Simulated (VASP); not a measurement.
# Te2Mo (P6_3/mmc) in VASP: further runs

One crystal, Te2Mo, is run at these levels: PBEsol+U; tasks: single point.

All numbers are computed with VASP 6.6.1; they aren't measurements. Logs are shortened: lines on timing, memory, paths and dates and some standing lists are left out, and cuts for length are marked.

## (1) The structure

The structure is hexagonal, space group P6_3/mmc (No. 194). Conventional cell: a = 3.518 Å, b = 3.518 Å, c = 13.974 Å, α = 90.00°, β = 90.00°, γ = 120.00°. Mo (site symmetry -6m2) has 6 Te at 2.72 Å as nearest neighbours. Around Te (site symmetry 3m) lie 3 Mo at 2.72 Å.

## (2) Single point, PBEsol+U, collinear spin, ferromagnetic start

The input, INCAR:

```
PREC = Accurate
ENCUT = 520
EDIFF = 1E-7
ISMEAR = 0
SIGMA = 0.05
LREAL = F
LASPH = T
NELM = 60
ALGO = Fast
ISIF = 2
LWAVE = F
LCHARG = T
ISPIN = 2
MAGMOM = 1 1 0 0 0 0
LORBIT = 11
LMAXMIX = 4
LDAU = T
LDAUTYPE = 2
LDAUL = 2 -1
LDAUU = 2.5 0
LDAUJ = 0 0
LDAUPRINT = 1
GGA = PS
LELF = T
LVHAR = T
NBANDS = 39
```

The input, KPOINTS:

```
Automatic mesh
0
Gamma
  7 7 2
```

The input, POSCAR:

```
Te2Mo
1.0
    3.5181997400      0.0000000000      0.0000000000
   -1.7590998700      3.0468503500      0.0000000000
    0.0000000000      0.0000000000     13.9735999500
Mo Te
2 4
Direct
    0.3333333333      0.6666666667      0.2500000000
    0.6666666667      0.3333333333      0.7500000000
    0.3333333333      0.6666666667      0.6210000000
    0.6666666667      0.3333333333      0.1210000000
    0.3333333333      0.6666666667      0.8790000000
    0.6666666667      0.3333333333      0.3790000000
```

Potentials or basis: VASP PAW PBE potentials, release 64 (Mo_sv, Te).

On the command line:

```sh
$ cat potpaw_PBE.64/Mo_sv/POTCAR potpaw_PBE.64/Te/POTCAR > POTCAR
$ mpirun -np 1 vasp_std > vasp.out
```

OUTCAR:

```text
PREC = Accurate
   ENCUT = 520
   EDIFF = 1E-7
   ISMEAR = 0
   LREAL = F
   LASPH = T
   NELM = 60
   ISIF = 2
   ISPIN = 2
   LORBIT = 11
   GGA = PS

 ion  position               nearest neighbor table
   1  0.333  0.667  0.250-   4 2.72   6 2.72   4 2.72   6 2.72   4 2.72   6 2.72
   2  0.667  0.333  0.750-   3 2.72   5 2.72   3 2.72   5 2.72   3 2.72   5 2.72
   3  0.333  0.667  0.621-   2 2.72   2 2.72   2 2.72   5 3.61
   4  0.667  0.333  0.121-   1 2.72   1 2.72   1 2.72   6 3.61
   5  0.333  0.667  0.879-   2 2.72   2 2.72   2 2.72   3 3.61
   6  0.667  0.333  0.379-   1 2.72   1 2.72   1 2.72   4 3.61

  LATTYP: Found a hexagonal cell.
 ALAT       =     3.5181997400
 C/A-ratio  =     3.9718040426

  Lattice vectors:

 A1 = (   3.5181997400,   0.0000000000,   0.0000000000)
 A2 = (  -1.7590998700,   3.0468503500,   0.0000000000)
 A3 = (   0.0000000000,   0.0000000000,  13.9735999500)

Analysis of symmetry for initial positions (statically):
=====================================================================
 Subroutine PRICEL returns:
 Original cell was already a primitive cell.

 Routine SETGRP: Setting up the symmetry group for a
 hexagonal supercell.

 Subroutine GETGRP returns: Found 24 space group operations
 (whereof 12 operations were pure point group operations)
 out of a pool of 24 trial point group operations.

The static configuration has the point symmetry D_3d.
 The point group associated with its full space group is D_6h.

Analysis of symmetry for dynamics (positions and initial velocities):
=====================================================================
 Subroutine PRICEL returns:
 Original cell was already a primitive cell.

 Routine SETGRP: Setting up the symmetry group for a
 hexagonal supercell.

 Subroutine GETGRP returns: Found 24 space group operations
 (whereof 12 operations were pure point group operations)
 out of a pool of 24 trial point group operations.

The dynamic configuration has the point symmetry D_3d.
 The point group associated with its full space group is D_6h.

Analysis of structural, dynamic, and magnetic symmetry:
=====================================================================
 Subroutine PRICEL returns:
 Original cell was already a primitive cell.

 Routine SETGRP: Setting up the symmetry group for a
 hexagonal supercell.

 Subroutine GETGRP returns: Found 24 space group operations
 (whereof 12 operations were pure point group operations)
 out of a pool of 24 trial point group operations.

The overall configuration has the point symmetry D_3d.
 The point group associated with its full space group is D_6h.

 Subroutine INISYM returns: Found 24 space group operations
 (whereof 12 operations are pure point group operations),
 and found     1 'primitive' translations

----------------------------------------------------------------------------------------

                                     Primitive cell

  volume of cell :     149.7890

  direct lattice vectors                    reciprocal lattice vectors
     3.518199740  0.000000000  0.000000000     0.284236278  0.164103892  0.000000000
    -1.759099870  3.046850350  0.000000000     0.000000000  0.328207783  0.000000000
     0.000000000  0.000000000 13.973599950     0.000000000  0.000000000  0.071563520

  length of vectors
     3.518199740  3.518199740 13.973599950     0.328207783  0.328207783  0.071563520

  position of ions in fractional coordinates (direct lattice)
     0.333333333  0.666666667  0.250000000
[... 148 lines left out ...]
  o =  0.3934  v =  0.0000  0.0000  0.0000  0.0000  0.0000  0.0000  0.0000  0.0000 -0.0000 -1.0000      0.0000  0.0000  0.0000  0.0000  0.0000  0.0000  0.0000  0.0000  0.0000  0.0000
  o =  0.4075  v =  0.0000  1.0000  0.0000  0.0000  0.0000  0.0000  0.0000  0.0000  0.0000  0.0000      0.0000  0.0000  0.0000  0.0000  0.0000  0.0000  0.0000  0.0000  0.0000  0.0000
  o =  0.4075  v =  0.0000 -0.0000 -0.0000  1.0000 -0.0000  0.0000  0.0000  0.0000  0.0000  0.0000      0.0000  0.0000  0.0000  0.0000  0.0000  0.0000  0.0000  0.0000  0.0000  0.0000
  o =  0.4075  v =  0.0000  0.0000  0.0000  0.0000  0.0000  0.0000 -1.0000  0.0000 -0.0000 -0.0000      0.0000  0.0000  0.0000  0.0000  0.0000  0.0000  0.0000  0.0000  0.0000  0.0000
  o =  0.4075  v =  0.0000  0.0000  0.0000  0.0000  0.0000  0.0000  0.0000 -0.0000 -1.0000 -0.0000      0.0000  0.0000  0.0000  0.0000  0.0000  0.0000  0.0000  0.0000  0.0000  0.0000

atom =   2  type =  1  l = 2

 onsite density matrix

spin component  1

  0.3934 -0.0000  0.0000  0.0000 -0.0000
 -0.0000  0.4075 -0.0000 -0.0000 -0.0000
  0.0000 -0.0000  0.3917  0.0000 -0.0000
  0.0000 -0.0000  0.0000  0.4075  0.0000
 -0.0000 -0.0000 -0.0000  0.0000  0.3934

spin component  2

  0.3934  0.0000  0.0000  0.0000 -0.0000
  0.0000  0.4075  0.0000 -0.0000  0.0000
  0.0000  0.0000  0.3917 -0.0000 -0.0000
  0.0000 -0.0000 -0.0000  0.4075  0.0000
 -0.0000  0.0000 -0.0000  0.0000  0.3934

 occupancies and eigenvectors

  o =  0.3917  v =  0.0000 -0.0000 -1.0000  0.0000 -0.0000  0.0000  0.0000  0.0000  0.0000  0.0000      0.0000  0.0000  0.0000  0.0000  0.0000  0.0000  0.0000  0.0000  0.0000  0.0000
  o =  0.3917  v =  0.0000  0.0000  0.0000  0.0000  0.0000  0.0000  0.0000 -1.0000 -0.0000 -0.0000      0.0000  0.0000  0.0000  0.0000  0.0000  0.0000  0.0000  0.0000  0.0000  0.0000
  o =  0.3934  v =  1.0000  0.0000  0.0000  0.0000  0.0000  0.0000  0.0000  0.0000  0.0000  0.0000      0.0000  0.0000  0.0000  0.0000  0.0000  0.0000  0.0000  0.0000  0.0000  0.0000
  o =  0.3934  v =  0.0000  0.0000  0.0000  0.0000 -1.0000  0.0000  0.0000  0.0000  0.0000  0.0000      0.0000  0.0000  0.0000  0.0000  0.0000  0.0000  0.0000  0.0000  0.0000  0.0000
  o =  0.3934  v =  0.0000  0.0000  0.0000  0.0000  0.0000  1.0000  0.0000  0.0000  0.0000  0.0000      0.0000  0.0000  0.0000  0.0000  0.0000  0.0000  0.0000  0.0000  0.0000  0.0000
  o =  0.3934  v =  0.0000  0.0000  0.0000  0.0000  0.0000  0.0000 -0.0000 -0.0000  0.0000  1.0000      0.0000  0.0000  0.0000  0.0000  0.0000  0.0000  0.0000  0.0000  0.0000  0.0000
  o =  0.4075  v =  0.0000  1.0000 -0.0000  0.0000  0.0000  0.0000  0.0000  0.0000  0.0000  0.0000      0.0000  0.0000  0.0000  0.0000  0.0000  0.0000  0.0000  0.0000  0.0000  0.0000
  o =  0.4075  v =  0.0000 -0.0000 -0.0000  1.0000 -0.0000  0.0000  0.0000  0.0000  0.0000  0.0000      0.0000  0.0000  0.0000  0.0000  0.0000  0.0000  0.0000  0.0000  0.0000  0.0000
  o =  0.4075  v =  0.0000  0.0000  0.0000  0.0000  0.0000  0.0000 -1.0000 -0.0000 -0.0000  0.0000      0.0000  0.0000  0.0000  0.0000  0.0000  0.0000  0.0000  0.0000  0.0000  0.0000
  o =  0.4075  v =  0.0000  0.0000  0.0000  0.0000  0.0000  0.0000 -0.0000  0.0000  1.0000  0.0000      0.0000  0.0000  0.0000  0.0000  0.0000  0.0000  0.0000  0.0000  0.0000  0.0000

 number of electron      51.9999997 magnetization       0.0000759

 Free energy of the ion-electron system (eV)
  ---------------------------------------------------
  ext. energy  EPLUGINS =         0.00000000
  ---------------------------------------------------
  free energy    TOTEN  =       -33.38093318 eV

  energy without entropy =      -33.38093318  energy(sigma->0) =      -33.38093318

 E-fermi :   8.4063     XC(G=0): -10.5836

 val. band max:        8.0884469274   @ k =   0.0000   0.0000   0.0000
 cond. band min:       8.8958078084   @ k =   0.2857   0.1429   0.0000
 fundamental gap:      0.8073608810
 Fermi energy:         8.4062807319

 spin component 1

 k-point     1 :       0.0000    0.0000    0.0000
  band No.  band energies     occupation
      1     -52.9252      1.00000
      2     -52.9252      1.00000
      3     -27.1057      1.00000
      4     -27.1057      1.00000
      5     -26.9852      1.00000
      6     -26.9852      1.00000
[... 645 lines left out ...]
     37      13.9375      0.00000
     38      13.9375      0.00000
 Fermi energy:         8.4062807319

 spin component 2

 k-point     1 :       0.0000    0.0000    0.0000
  band No.  band energies     occupation
      1     -52.9253      1.00000
      2     -52.9253      1.00000
      3     -27.1058      1.00000
      4     -27.1058      1.00000
      5     -26.9852      1.00000
      6     -26.9852      1.00000
[... 645 lines left out ...]
     37      13.9375      0.00000
     38      13.9375      0.00000
 [bands above 38 left out]

------------------------ aborting loop because EDIFF is reached ----------------------------------------

  FORCE on cell =-STRESS in cart. coord.  units (eV):
  Direction    XX          YY          ZZ          XY          YZ          ZX
  --------------------------------------------------------------------------------------
  -------------------------------------------------------------------------------------
  Total       -0.4567227     -0.4567227      0.4798432      0.0000000      0.0000000      0.0000000
  in kB       -4.8852101     -4.8852101      5.1325119      0.0000000      0.0000000      0.0000000
  external PRESSURE =      -1.5459695 kB  Pullay stress =       0.0000000 kB

 VOLUME and BASIS-vectors are now :
 -----------------------------------------------------------------------------
  energy-cutoff  :      520.00
  volume of cell :      149.79
      direct lattice vectors                 reciprocal lattice vectors
     3.518199740  0.000000000  0.000000000     0.284236278  0.164103892  0.000000000
    -1.759099870  3.046850350  0.000000000     0.000000000  0.328207783  0.000000000
     0.000000000  0.000000000 13.973599950     0.000000000  0.000000000  0.071563520

 POSITION                                       TOTAL-FORCE (eV/Angst)
 -----------------------------------------------------------------------------------
     -0.00000      2.03123      3.49340         0.000000     -0.000000      0.000000
      1.75910      1.01562     10.48020        -0.000000      0.000000      0.000000
     -0.00000      2.03123      8.67761        -0.000000     -0.000000     -0.066284
      1.75910      1.01562      1.69081         0.000000     -0.000000     -0.066284
     -0.00000      2.03123     12.28279        -0.000000     -0.000000      0.066284
      1.75910      1.01562      5.29599         0.000000     -0.000000      0.066284
 -----------------------------------------------------------------------------------
    total drift:                               -0.000000      0.000000     -0.000000

  FREE ENERGIE OF THE ION-ELECTRON SYSTEM (eV)
  ---------------------------------------------------
  free  energy   TOTEN  =       -33.3809331774 eV

  energy  without entropy=      -33.3809331774  energy(sigma->0) =      -33.38093318

 total charge

# of ion       s       p       d       tot
------------------------------------------
    1        2.262   6.150   3.937  12.350
    2        2.262   6.150   3.937  12.350
    3        1.386   1.975   0.065   3.426
    4        1.386   1.975   0.065   3.426
    5        1.386   1.975   0.065   3.426
    6        1.386   1.975   0.065   3.426
--------------------------------------------------
tot         10.069  20.200   8.135  38.404

 magnetization (x)

# of ion       s       p       d       tot
------------------------------------------
    1        0.000   0.000  -0.000  -0.000
    2        0.000   0.000  -0.000  -0.000
    3       -0.000   0.000   0.000   0.000
    4       -0.000   0.000   0.000   0.000
    5       -0.000   0.000   0.000   0.000
    6       -0.000   0.000   0.000   0.000
--------------------------------------------------
tot         -0.000   0.000  -0.000  -0.000
```

Wall time 4.2 min (1 thread of Intel Xeon Platinum 8259CL at 2.50GHz (Skylake/Cascade Lake), shared host); peak memory 0.41 GiB.

Results:

* Free energy: -33.3809 eV
* Pressure: -0.2 GPa
* Largest force: 0.066 eV/Å
* Band gap on the k mesh: 0.81 eV, indirect (least direct gap 1.26 eV)
* Net moment: 0.00 μB per cell
* Valence electrons inside the program's atomic spheres: Mo 12.35; Te 3.43

Forces in eV/Å, atoms in the order of the input:
```
Mo   0.000  0.000  0.000
Mo   0.000  0.000  0.000
Te   0.000  0.000 -0.066
Te   0.000  0.000 -0.066
Te   0.000  0.000  0.066
Te   0.000  0.000  0.066
```

Levels at points of the mesh, in eV from the valence-band top:
Spin up:
| k point | band 23 | band 24 | band 25 | band 26 | band 27 | band 28 | band 29 | band 30 |
| --- | --- | --- | --- | --- | --- | --- | --- | --- |
| (0.00, 0.00, 0.00) | -1.05 | -1.05 | -0.37 | 0.00 | 2.87 | 2.87 | 3.00 | 3.00 |
| (0.00, 0.00, 0.50) | -1.06 | -1.06 | -0.09 | -0.09 | 2.90 | 2.90 | 2.90 | 2.90 |
Spin down:
```
           k point  band 23  band 24  band 25  band 26  band 27  band 28  band 29  band 30
(0.00, 0.00, 0.00)    -1.05    -1.05    -0.37     0.00     2.87     2.87     3.00     3.00
(0.00, 0.00, 0.50)    -1.06    -1.06    -0.09    -0.09     2.90     2.90     2.90     2.90
```

Eigenvalues of the final occupation matrices:
| site | spin | trace | eigenvalues |
| --- | --- | --- | --- |
| site 1 d | 1 | 1.99 | 0.39 0.39 0.39 0.41 0.41 |
| site 1 d | 2 | 1.99 | 0.39 0.39 0.39 0.41 0.41 |
| site 2 d | 1 | 1.99 | 0.39 0.39 0.39 0.41 0.41 |
| site 2 d | 2 | 1.99 | 0.39 0.39 0.39 0.41 0.41 |

Caveat: the PAW data sets were made with another functional, which shifts forces and pressure a little; spin-orbit coupling is left out, which moves the levels of the heavy elements; an odd mesh through Γ misses points on the zone boundary, where band edges often lie; this functional lacks dispersion, which binds the layers, so the pressure and a relaxed spacing across them are unreliable; the U is typed as a test and isn't derived for this compound.

## (3) Single point, PBEsol+U, collinear spin, antiferromagnetic start

Changes to INCAR since step 2:

```diff
@@ -13,3 +13,3 @@
 ISPIN = 2
-MAGMOM = 1 1 0 0 0 0
+MAGMOM = 1 -1 0 0 0 0
 LORBIT = 11
```

KPOINTS is that of step 2.

POSCAR is that of step 2.

Potentials or basis: VASP PAW PBE potentials, release 64 (Mo_sv, Te).

On the command line:

```sh
$ cat potpaw_PBE.64/Mo_sv/POTCAR potpaw_PBE.64/Te/POTCAR > POTCAR
$ mpirun -np 1 vasp_std > vasp.out
```

Wall time 4.3 min (1 thread of Intel Xeon Platinum 8259CL at 2.50GHz (Skylake/Cascade Lake), shared host); peak memory 0.41 GiB.

Results (log left out):

```yaml
Free_energy: -33.3809 eV
Pressure: -0.2 GPa
Largest_force: 0.066 eV/Å
Band_gap_on_the_k_mesh: 0.81 eV, indirect (least direct gap 1.26 eV)
Net_moment: 0.00 μB per cell
Valence_electrons_inside_the_program's_atomic_spheres: Mo 12.35; Te 3.43
```

Forces on the atoms (eV/Å):
```
Mo   0.000  0.000  0.000
Mo   0.000  0.000  0.000
Te   0.000  0.000 -0.066
Te   0.000  0.000 -0.066
Te   0.000  0.000  0.066
Te   0.000  0.000  0.066
```

Stress tensor (GPa, compression positive):
```
-0.49  0.00  0.00
 0.00 -0.49  0.00
 0.00  0.00  0.52
```

Levels at points of the mesh, in eV from the valence-band top:
Spin up:
```tsv
k point	band 22	band 23	band 24	band 25	band 26	band 27	band 28	band 29	band 30	band 31
(0.00, 0.00, 0.00)	-1.07	-1.05	-1.05	-0.37	0.00	2.87	2.87	3.00	3.00	3.10
(0.00, 0.00, 0.50)	-1.06	-1.06	-1.06	-0.09	-0.09	2.90	2.90	2.90	2.90	3.26
```
Spin down:
| k point | band 23 | band 24 | band 25 | band 26 | band 27 | band 28 | band 29 | band 30 |
| --- | --- | --- | --- | --- | --- | --- | --- | --- |
| (0.00, 0.00, 0.00) | -1.05 | -1.05 | -0.37 | 0.00 | 2.87 | 2.87 | 3.00 | 3.00 |
| (0.00, 0.00, 0.50) | -1.06 | -1.06 | -0.09 | -0.09 | 2.90 | 2.90 | 2.90 | 2.90 |

Eigenvalues of the final occupation matrices:
| site | spin | trace | eigenvalues |
| --- | --- | --- | --- |
| site 1 d | 1 | 1.99 | 0.39 0.39 0.39 0.41 0.41 |
| site 1 d | 2 | 1.99 | 0.39 0.39 0.39 0.41 0.41 |
| site 2 d | 1 | 1.99 | 0.39 0.39 0.39 0.41 0.41 |
| site 2 d | 2 | 1.99 | 0.39 0.39 0.39 0.41 0.41 |

Caveat: the PAW data sets were made with another functional, which shifts forces and pressure a little; spin-orbit coupling is left out, which moves the levels of the heavy elements; an odd mesh through Γ misses points on the zone boundary, where band edges often lie; this functional lacks dispersion, which binds the layers, so the pressure and a relaxed spacing across them are unreliable; the U is typed as a test and isn't derived for this compound.

## (4) Against experiment

Step 2. The gap isn't set beside the deposited one, since this odd mesh misses points on the zone boundary.

Step 3. The gap isn't set beside the deposited one, since this odd mesh misses points on the zone boundary.
